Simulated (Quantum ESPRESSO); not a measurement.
# Fe (Fmmm) in Quantum ESPRESSO: equation of state

Aim: energy against volume of Fe in PBE, for its equilibrium volume and stiffness.

Everything below comes from runs of Quantum ESPRESSO 7.5. Logs are shortened: lines on timing, memory, paths and dates and some standing lists are left out, and cuts for length are marked.

**1. The crystal as given**

It takes space group Fmmm (No. 69, orthorhombic). Conventional cell: a = 2.997 Å, b = 3.883 Å, c = 3.930 Å, α = 90.00°, β = 90.00°, γ = 90.00°. Around Fe (site symmetry mmm) lie 12 Fe at 2.45 to 2.76 Å.

**2. Single point, PBE, collinear spin, ferromagnetic start, 10.75 Å³/atom**

Contents of pw.in:

```
&CONTROL
  calculation = 'scf'
  prefix = 'pwscf'
  outdir = './tmp'
  pseudo_dir = './pseudo'
  tprnfor = .true.
  tstress = .true.
  disk_io = 'nowf'
/
&SYSTEM
  ibrav = 0
  nat = 1
  ntyp = 1
  ecutwfc = 64
  ecutrho = 782
  nbnd = 17
  occupations = 'smearing'
  smearing = 'fd'
  degauss = 0.00367493
  nspin = 2
  starting_magnetization(1) = 0.1875
/
&ELECTRONS
  conv_thr = 2d-10
  electron_maxstep = 120
  mixing_beta = 0.3
/
ATOMIC_SPECIES
Fe    55.8450 Fe.pbe-spn-kjpaw_psl.0.2.1.UPF
CELL_PARAMETERS angstrom
   0.0000000000    1.9021012277    1.9249897192
   1.4678507246    0.0000000000    1.9249897192
   1.4678507246    1.9021012277    0.0000000000
ATOMIC_POSITIONS crystal
Fe     0.0000000000    0.0000000000    0.0000000000
K_POINTS automatic
13 13 13 0 0 0
```

Potentials or basis: SSSP 1.3 efficiency PBE.

Run with:

```bash
$ OMP_NUM_THREADS=1 mpirun -n 2 pw.x -nk 2 -in pw.in > pw.out
```

pw.out:

```text
This program is part of the open-source Quantum ESPRESSO suite
     for quantum simulation of materials; please cite
         "P. Giannozzi et al., J. Phys.:Condens. Matter 21 395502 (2009);
         "P. Giannozzi et al., J. Phys.:Condens. Matter 29 465901 (2017);
         "P. Giannozzi et al., J. Chem. Phys. 152 154105 (2020);
     in publications or presentations arising from this work. More details at

     file Fe.pbe-spn-kjpaw_psl.0.2.1.UPF: wavefunction(s)  3D renormalized
     Message from routine setup:
     using ibrav=0 with symmetry is DISCOURAGED, use correct ibrav instead

     K-points division:     npool     =       2
     Subspace diagonalization in iterative solution of the eigenvalue problem:
     a serial algorithm will be used

     G-vector sticks info
     --------------------
     sticks:   dense  smooth     PW     G-vecs:    dense   smooth      PW
     Sum        1205     391    133                26823     5039     993

     Using Slab Decomposition

     bravais-lattice index     =            0
     lattice parameter (alat)  =       5.1140  a.u.
     unit-cell volume          =      72.5388 (a.u.)^3
     number of atoms/cell      =            1
     number of atomic types    =            1
     number of electrons       =        16.00
     number of Kohn-Sham states=           17
     kinetic-energy cutoff     =      64.0000  Ry
     charge density cutoff     =     782.0000  Ry
     scf convergence threshold =      2.0E-10
     mixing beta               =       0.3000
     number of iterations used =            8  plain     mixing
     Exchange-correlation= SLA  PW   PBX  PBC
                           (   1   4   3   4   0   0   0)

     celldm(1)=   5.113996  celldm(2)=   0.000000  celldm(3)=   0.000000
     celldm(4)=   0.000000  celldm(5)=   0.000000  celldm(6)=   0.000000

     crystal axes: (cart. coord. in units of alat)
               a(1) = (   0.000000   0.702865   0.711323 )
               a(2) = (   0.542401   0.000000   0.711323 )
               a(3) = (   0.542401   0.702865   0.000000 )

     reciprocal axes: (cart. coord. in units 2 pi/alat)
               b(1) = ( -0.921828  0.711374  0.702916 )
               b(2) = (  0.921828 -0.711374  0.702916 )
               b(3) = (  0.921828  0.711374 -0.702916 )

     PseudoPot. # 1 for Fe read from file:
     Fe.pbe-spn-kjpaw_psl.0.2.1.UPF
     Pseudo is Projector augmented-wave + core cor, Zval = 16.0
     Generated using "atomic" code by A. Dal Corso  v.5.0.99 svn rev. 10869
     Shape of augmentation charge: PSQ
     Using radial grid of 1191 points,  6 beta functions with:
                l(1) =   0
                l(2) =   0
                l(3) =   1
                l(4) =   1
                l(5) =   2
                l(6) =   2
     Q(r) pseudized with 0 coefficients

     atomic species   valence    mass     pseudopotential
     Fe               16.00    55.84500     Fe( 1.00)

     Starting magnetic structure
     atomic species   magnetization
     Fe              0.188

      8 Sym. Ops., with inversion, found

   Cartesian axes

     site n.     atom                  positions (alat units)
         1        Fe     tau(   1) = (   0.0000000   0.0000000   0.0000000  )

     number of k points=   343  Fermi-Dirac smearing, width (Ry)=  0.0037

     Number of k-points >= 100: set verbosity='high' to print them.

     Dense  grid:    26823 G-vectors     FFT dimensions: (  45,  45,  45)

     Smooth grid:     5039 G-vectors     FFT dimensions: (  25,  24,  24)

     Check: negative core charge=   -0.000024
     Generating pointlists ...
     new r_m :   0.3662 (alat units)  1.8729 (a.u.) for type    1

     Initial potential from superposition of free atoms

     starting charge      15.9996, renormalised to      16.0000
     Starting wfcs are   13 randomized atomic wfcs +    4 random wfcs
     Checking if some PAW data can be deallocated...

     Self-consistent Calculation

     iteration #  1     ecut=    64.00 Ry     beta= 0.30
     Davidson diagonalization with overlap
     ethr =  1.00E-02,  avg # of iterations =  4.7

     Threshold (ethr) on eigenvalues was too large:
     Diagonalizing with lowered threshold

     Davidson diagonalization with overlap
     ethr =  2.10E-04,  avg # of iterations =  2.3

     total energy              =    -329.24547650 Ry
     estimated scf accuracy    <       0.03323306 Ry

     total magnetization       =     2.33 Bohr mag/cell
     absolute magnetization    =     2.34 Bohr mag/cell

     iteration #  2     ecut=    64.00 Ry     beta= 0.30
     Davidson diagonalization with overlap
     ethr =  2.08E-04,  avg # of iterations =  1.1

     total energy              =    -329.25461774 Ry
     estimated scf accuracy    <       0.00696885 Ry

     total magnetization       =     2.32 Bohr mag/cell
     absolute magnetization    =     2.35 Bohr mag/cell

     iteration #  3     ecut=    64.00 Ry     beta= 0.30
     Davidson diagonalization with overlap
     ethr =  4.36E-05,  avg # of iterations =  1.3

     negative rho (up, down):  0.000E+00 3.742E-05

     total energy              =    -329.25986976 Ry
     estimated scf accuracy    <       0.00406866 Ry

     total magnetization       =     2.27 Bohr mag/cell
     absolute magnetization    =     2.32 Bohr mag/cell

     iteration #  4     ecut=    64.00 Ry     beta= 0.30
     Davidson diagonalization with overlap
     ethr =  2.54E-05,  avg # of iterations =  1.7

     negative rho (up, down):  0.000E+00 3.147E-05

     total energy              =    -329.26169696 Ry
     estimated scf accuracy    <       0.00035719 Ry

     total magnetization       =     2.12 Bohr mag/cell
     absolute magnetization    =     2.22 Bohr mag/cell

     iteration #  5     ecut=    64.00 Ry     beta= 0.30
     Davidson diagonalization with overlap
     ethr =  2.23E-06,  avg # of iterations =  2.9
[... 57 lines left out ...]
     iteration # 10     ecut=    64.00 Ry     beta= 0.30
     Davidson diagonalization with overlap
     ethr =  2.66E-10,  avg # of iterations =  2.1

     negative rho (up, down):  0.000E+00 2.626E-05

     total energy              =    -329.26213831 Ry
     estimated scf accuracy    <       0.00000001 Ry

     total magnetization       =     2.07 Bohr mag/cell
     absolute magnetization    =     2.16 Bohr mag/cell

     iteration # 11     ecut=    64.00 Ry     beta= 0.30
     Davidson diagonalization with overlap
     ethr =  7.87E-11,  avg # of iterations =  1.5

     negative rho (up, down):  0.000E+00 2.630E-05

     total energy              =    -329.26214056 Ry
     estimated scf accuracy    <          5.3E-10 Ry

     total magnetization       =     2.07 Bohr mag/cell
     absolute magnetization    =     2.16 Bohr mag/cell

     iteration # 12     ecut=    64.00 Ry     beta= 0.30
     Davidson diagonalization with overlap
     ethr =  3.32E-12,  avg # of iterations =  2.5

     negative rho (up, down):  0.000E+00 2.640E-05

     Magnetic moment per site  (integrated on atomic sphere of radius R)
     atom   1 (R=0.366)  charge= 14.3341  magn=  2.1014

     End of self-consistent calculation

     Number of k-points >= 100: set verbosity='high' to print the bands.

     the Fermi energy is    19.6368 ev

!    total energy              =    -329.26214272 Ry
     total all-electron energy =     -2545.558678 Ry
     estimated scf accuracy    <          1.3E-10 Ry
     smearing contrib. (-TS)   =      -0.00059148 Ry
     internal energy E=F+TS    =    -329.26155124 Ry

     The total energy is F=E-TS. E is the sum of the following terms:
     one-electron contribution =    -104.47481049 Ry
     hartree contribution      =      63.51382038 Ry
     xc contribution           =     -34.85896530 Ry
     ewald contribution        =    -177.28798026 Ry
     one-center paw contrib.   =     -76.15361558 Ry

     total magnetization       =     2.07 Bohr mag/cell
     absolute magnetization    =     2.16 Bohr mag/cell

     convergence has been achieved in  12 iterations

     negative rho (up, down):  0.000E+00 2.640E-05

     Forces acting on atoms (cartesian axes, Ry/au):

     atom    1 type  1   force =     0.00000000    0.00000000    0.00000000

     Total force =     0.000000     Total SCF correction =     0.000000

     Computing stress (Cartesian axis) and pressure

     negative rho (up, down):  0.000E+00 2.640E-05
          total   stress  (Ry/bohr**3)                   (kbar)     P=      105.58
   0.00020600  -0.00000000   0.00000000           30.30       -0.00        0.00
   0.00000000   0.00106320  -0.00000000            0.00      156.40       -0.00
  -0.00000000  -0.00000000   0.00088401           -0.00       -0.00      130.04

=------------------------------------------------------------------------------=
   JOB DONE.
=------------------------------------------------------------------------------=
```

Wall time 70 s (2 MPI ranks of Arm Neoverse V1, shared host); peak memory 0.32 GiB.

What came out:

```
Free energy                                           : -4479.8397 eV
Pressure                                              : 10.6 GPa
Band gap on the k mesh                                : none (metal or under the smearing width)
Net moment                                            : 2.07 μB per cell
Absolute moment                                       : 2.16 μB per cell
Site moments                                          : Fe +2.10 μB
Valence electrons inside the program's atomic spheres : Fe 14.33
```

**3. Single point, PBE, collinear spin, ferromagnetic start, 10.98 Å³/atom**

pw.in: that of step 2 with these lines changed.

```diff
@@ -30,5 +30,5 @@
 CELL_PARAMETERS angstrom
-   0.0000000000    1.9021012277    1.9249897192
-   1.4678507246    0.0000000000    1.9249897192
-   1.4678507246    1.9021012277    0.0000000000
+   0.0000000000    1.9154967481    1.9385464314
+   1.4781880421    0.0000000000    1.9385464314
+   1.4781880421    1.9154967481    0.0000000000
 ATOMIC_POSITIONS crystal
```

Potentials or basis: SSSP 1.3 efficiency PBE.

Run with:

```bash
$ OMP_NUM_THREADS=1 mpirun -n 2 pw.x -nk 2 -in pw.in > pw.out
```

Run time: 89 s. Hardware: 2 MPI ranks of Arm Neoverse V1, shared host; peak memory 0.32 GiB.

Results (log left out):

* Free energy: -4479.8553 eV
* Pressure: 5.4 GPa
* Band gap on the k mesh: none (metal or under the smearing width)
* Net moment: 2.10 μB per cell
* Absolute moment: 2.20 μB per cell
* Site moments: Fe +2.14 μB
* Valence electrons inside the program's atomic spheres: Fe 14.35

[end of part 1 of 2]
